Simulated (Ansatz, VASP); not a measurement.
**Ir: VASP beside Ansatz**

INCAR

```
  PREC = Accurate
  ENCUT = 520
  EDIFF = 1E-6
  ISMEAR = -1
  SIGMA = 0.05
  LREAL = False
  LASPH = True
  NELM = 100
  ALGO = Normal
  ISIF = 2
  LWAVE = False
  LCHARG = True
  GGA = PS
  LELF = True
  LVHAR = True
  NBANDS = 10
```

KPOINTS

```
Automatic mesh
0
Gamma
  17 17 17
```

The input POSCAR:

```
Ir
1.0
    2.5405638375      0.0000000000      0.0000000000
    0.0000000000      2.5405638375      0.0000000000
    0.0000000000      0.0000000000      2.5405638375
Ir
1
Direct
    0.0000000000      0.0000000000      0.0000000000
```

Input for Ansatz:

```yaml
crystal:
  lattice:
    - [2.5405638375, 0.0, 0.0]
    - [0.0, 2.5405638375, 0.0]
    - [0.0, 0.0, 2.5405638375]
  atoms:
    - { symbol: Ir, position: [0.0, 0.0, 0.0] }
kpoints:
  mp_grid: { grid: [17, 17, 17] }
  band_path:
    path:
      - [0.0, 0.0, 0.0]
      - [0.0, 0.5, 0.0]
      - [0.5, 0.5, 0.0]
      - [0.0, 0.0, 0.0]
      - [0.5, 0.5, 0.5]
      - [0.0, 0.5, 0.0]
      - [0.5, 0.5, 0.5]
      - [0.5, 0.5, 0.0]
    npoints: 14
scf:
  occupations: { method: fermi_dirac, width: 0.05 }
hamiltonian:
  xc: pbesol
  pseudopotentials: { kind: all_electron, lapw: { basis_error: 0.001 } }
output:
  forces: true
  stress: true
  eigenvalues: true
  populations: true
  dos: { projected: true, de: 0.2, e_range: [-14, 8] }
```

This isn't the form of Ir at room conditions, which is fcc.

Alike in both runs: task single point; functional PBEsol; k mesh 17 × 17 × 17; occupations fermi-dirac, width 0.05 eV; no spin polarisation.

```csv
,VASP,Ansatz
version,VASP 6.6.1,Ansatz 0.2.0
potentials or method,"VASP PAW PBE potentials, release 64 (Ir)","all-electron LAPW, scalar-relativistic"
plane-wave cutoff (eV),520,see its input
```

```csv
,VASP,Ansatz,Ansatz less VASP
pressure (GPa),0.5,0.0,-0.50
```

Ansatz ran all-electron here, so the differences hold the error of VASP's frozen core and of both bases.

Caveats: the PAW data sets were made with another functional, which shifts forces and pressure a little (VASP). Spin-orbit coupling is left out, which matters for the levels of Ir.
